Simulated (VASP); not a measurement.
A run of VASP 6.6.1:

The input INCAR:

```
  PREC = Accurate
  ENCUT = 520
  EDIFF = 1E-6
  ISMEAR = 0
  SIGMA = 0.02
  LREAL = False
  LASPH = True
  NELM = 60
  ALGO = Normal
  ISIF = 2
  LWAVE = False
  LCHARG = False
  LNONCOLLINEAR = True
  MAGMOM = 0 0 0 0 0 0
  LORBIT = 11
  LSORBIT = True
  GGA_COMPAT = False
  GGA = PE
  NBANDS = 28
  KPAR = 4
```

KPOINTS

```
regular mesh
0
Gamma
  8 8 8
```

POSCAR

```
CaSe                                    
1.0
    0.0000000000      2.9826752436      2.9826752436
    2.9826752436      0.0000000000      2.9826752436
    2.9826752436      2.9826752436      0.0000000000
  Ca              Se            
     1     1
Direct
     0.0000000000000000    0.0000000000000000    0.0000000000000000
     0.5000000000000000    0.5000000000000000    0.5000000000000000
```

File KPOINTS_OPT:

```
path GXWKGLUWLK,UX
10
line-mode
reciprocal
 0.0000000000  0.0000000000  0.0000000000  G
 0.5000000000  0.0000000000  0.5000000000  X

 0.5000000000  0.0000000000  0.5000000000  X
 0.5000000000  0.2500000000  0.7500000000  W

 0.5000000000  0.2500000000  0.7500000000  W
 0.3750000000  0.3750000000  0.7500000000  K

 0.3750000000  0.3750000000  0.7500000000  K
 0.0000000000  0.0000000000  0.0000000000  G

 0.0000000000  0.0000000000  0.0000000000  G
 0.5000000000  0.5000000000  0.5000000000  L

 0.5000000000  0.5000000000  0.5000000000  L
 0.6250000000  0.2500000000  0.6250000000  U

 0.6250000000  0.2500000000  0.6250000000  U
 0.5000000000  0.2500000000  0.7500000000  W

 0.5000000000  0.2500000000  0.7500000000  W
 0.5000000000  0.5000000000  0.5000000000  L

 0.5000000000  0.5000000000  0.5000000000  L
 0.3750000000  0.3750000000  0.7500000000  K

 0.6250000000  0.2500000000  0.6250000000  U
 0.5000000000  0.0000000000  0.5000000000  X
```

Potentials or basis: VASP PAW PBE potentials, release 64 (Ca_sv, Se).

The run is started by

```sh
$ cat potpaw_PBE.64/Ca_sv/POTCAR potpaw_PBE.64/Se/POTCAR > POTCAR
$ mpirun -np 4 vasp_ncl > vasp.out
```

Hardware: 4 MPI ranks on Intel(R) Xeon(R) Platinum 8559C (Emerald Rapids), with other jobs on the host.

Problem. How long does it take, and how much memory?

Solution. Wall time 38 s on 4 MPI ranks on Intel(R) Xeon(R) Platinum 8559C (Emerald Rapids) (shared host), peak memory 0.36 GiB a rank. Counts: scf iterations 45, k points 29.
